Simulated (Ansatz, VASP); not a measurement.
One calculation of ZnO (zincite), two programs

POSCAR

```
ZnO
1.0
    3.2493080000      0.0000000000      0.0000000000
   -1.6246540000      2.8139832727      0.0000000000
    0.0000000000      0.0000000000      5.2057090000
Zn O
2 2
Direct
    0.6666666667      0.3333333333      0.0000000000
    0.3333333333      0.6666666667      0.5000000000
    0.3333333333      0.6666666667      0.8790100000
    0.6666666667      0.3333333333      0.3790100000
```

INCAR.step1

```
  ALGO = Normal
  EDIFF = 1E-4
  ENCUT = 520
  GGA = PE
  ISMEAR = -1
  LASPH = T
  LCHARG = F
  LREAL = F
  LWAVE = T
  NBANDS = 26
  NELM = 80
  PREC = Accurate
  SIGMA = 0.05
```

File INCAR.step2:

```
  ALGO = Normal
  EDIFF = 1E-6
  ENCUT = 520
  ISIF = 2
  ISMEAR = -1
  ISTART = 1
  LASPH = T
  LCHARG = F
  LMIXTAU = T
  LREAL = F
  LWAVE = F
  METAGGA = R2SCAN
  NBANDS = 26
  NELM = 80
  PREC = Accurate
  SIGMA = 0.05
```

KPOINTS

```
k-points
0
Gamma
  9 9 5
```

Contents of input.yaml:

```yaml
crystal:
  lattice:
    - [3.249308, 0.0, 0.0]
    - [-1.624654, 2.8139832727, 0.0]
    - [0.0, 0.0, 5.205709]
  atoms:
    - { symbol: Zn, position: [0.6666666667, 0.3333333333, 0.0] }
    - { symbol: Zn, position: [0.3333333333, 0.6666666667, 0.5] }
    - { symbol: O, position: [0.3333333333, 0.6666666667, 0.87901] }
    - { symbol: O, position: [0.6666666667, 0.3333333333, 0.37901] }
hamiltonian:
  xc: r2scan
  pseudopotentials: { kind: paw }
kpoints:
  mp_grid: { grid: [9, 9, 5] }
  band_path:
    path:
      - [[0.0, 0.0, 0.0], [0.5, 0.0, 0.0], [0.3333333333, 0.3333333333, 0.0], [0.0, 0.0, 0.0], [0.0, 0.0, 0.5], [0.5, 0.0, 0.5], [0.3333333333, 0.3333333333, 0.5], [0.0, 0.0, 0.5]]
      - [[0.5, 0.0, 0.5], [0.5, 0.0, 0.0]]
      - [[0.3333333333, 0.3333333333, 0.0], [0.3333333333, 0.3333333333, 0.5]]
    npoints: 14
scf:
  occupations: { method: fermi_dirac, width: 0.05 }
  n_extra_bands: 10
output:
  forces: true
  stress: true
  eigenvalues: true
  fatbands: false
```

Alike in both runs: functional r2SCAN; k mesh 9 × 9 × 5; occupations fermi-dirac, width 0.05 eV; no spin polarisation.

|  | VASP | Ansatz |
| --- | --- | --- |
| version | VASP 6.6.1 | Ansatz 0.2.0 |
| potentials or method | VASP PAW PBE potentials, release 64 (Zn, O) | Ansatz PAW |
| plane-wave cutoff (eV) | 520 | 500 |
| valence electrons in the cell | 36 | 36 |
| task | single point | band structure |

Ansatz gave:

| Item | Value |
| --- | --- |
| gap on the k mesh at the Fermi level (eV) | 1.23 |
| least direct gap on the mesh (eV) | 1.23 |
| pressure (GPa) | -1.1 |
| largest component of the traceless stress (GPa) | 1.03 |
| rms of the force components (eV/Å) | 0.040 |

**Question.** Which values does VASP return?

**Answer.** gap on the k mesh at the Fermi level (eV): 1.23; least direct gap on the mesh (eV): 1.23; pressure (GPa): -0.1; largest component of the traceless stress (GPa): 1.16; rms of the force components (eV/Å): 0.050.

Atom by atom the forces differ by 0.009 eV/Å (rms over components).

Caveats: the PAW data sets were made with another functional, which shifts forces and pressure a little (VASP); the PAW data sets come from PBE, with cores solved anew for the run's functional, which leaves a small shift of forces and pressure (Ansatz). r2SCAN opens gaps a little over a GGA but as a rule still falls short of measured ones.
